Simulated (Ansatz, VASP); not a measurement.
Te2Pt (Moncheite) in VASP and in Ansatz

INCAR

```
ALGO = Normal ; EDIFF = 1E-7
ENCUT = 520 ; GGA = PS
ISIF = 2 ; ISMEAR = -1
LASPH = T ; LCHARG = F
LREAL = F ; LWAVE = F
NBANDS = 18 ; NELM = 60
PREC = Accurate ; SIGMA = 0.05
```

Contents of KPOINTS:

```
k-points
0
Gamma
  8 8 5
```

File POSCAR:

```
Te2Pt
1.0
    4.0886474179      0.0000000000      0.0000000000
   -2.0443237090      3.5408725311      0.0000000000
    0.0000000000      0.0000000000      5.3030062894
Pt Te
1 2
Direct
    0.0000000000      0.0000000000      0.0000000000
    0.6666666667      0.3333333333      0.7500000000
    0.3333333333      0.6666666667      0.2500000000
```

Contents of input.yaml:

```yaml
crystal:
  lattice:
    - [4.0886474179, 0.0, 0.0]
    - [-2.044323709, 3.5408725311, 0.0]
    - [0.0, 0.0, 5.3030062894]
  atoms:
    - { symbol: Pt, position: [0.0, 0.0, 0.0] }
    - { symbol: Te, position: [0.6666666667, 0.3333333333, 0.75] }
    - { symbol: Te, position: [0.3333333333, 0.6666666667, 0.25] }
hamiltonian:
  xc: pbesol
  pseudopotentials: { kind: paw }
kpoints:
  mp_grid: { grid: [8, 8, 5] }
scf:
  occupations: { method: fermi_dirac, width: 0.05 }
output:
  forces: true
  stress: true
  eigenvalues: true
```

Change from the starting cell: volume scaled by 1.06.

Alike in both runs: task single point; functional PBEsol; k mesh 8 × 8 × 5; occupations fermi-dirac, width 0.05 eV; no spin polarisation.

```csv
,VASP,Ansatz
version,VASP 6.6.1,Ansatz 0.2.0
potentials or method,"VASP PAW PBE potentials, release 64 (Pt, Te)",Ansatz PAW
plane-wave cutoff (eV),520,420
valence electrons in the cell,22,50
```

```csv
,VASP,Ansatz,Ansatz less VASP
gap on the k mesh at the Fermi level (eV),none,none,-
pressure (GPa),-2.4,-2.3,+0.09
largest component of the traceless stress (GPa),0.70,0.68,-0.016
rms of the force components (eV/Å),0.047,0.045,-0.0015
```

Atom by atom the forces differ by 0.001 eV/Å (rms over components). A gap of «none» marks a metal or a gap that the smearing closes. The two sets of potentials don't hold the same shells in valence.

Caveats: the PAW data sets were made with another functional, which shifts forces and pressure a little (VASP); the PAW data sets come from PBE, with cores solved anew for the run's functional, which leaves a small shift of forces and pressure (Ansatz). Spin-orbit coupling is left out, which matters for the levels of Pt, Te.
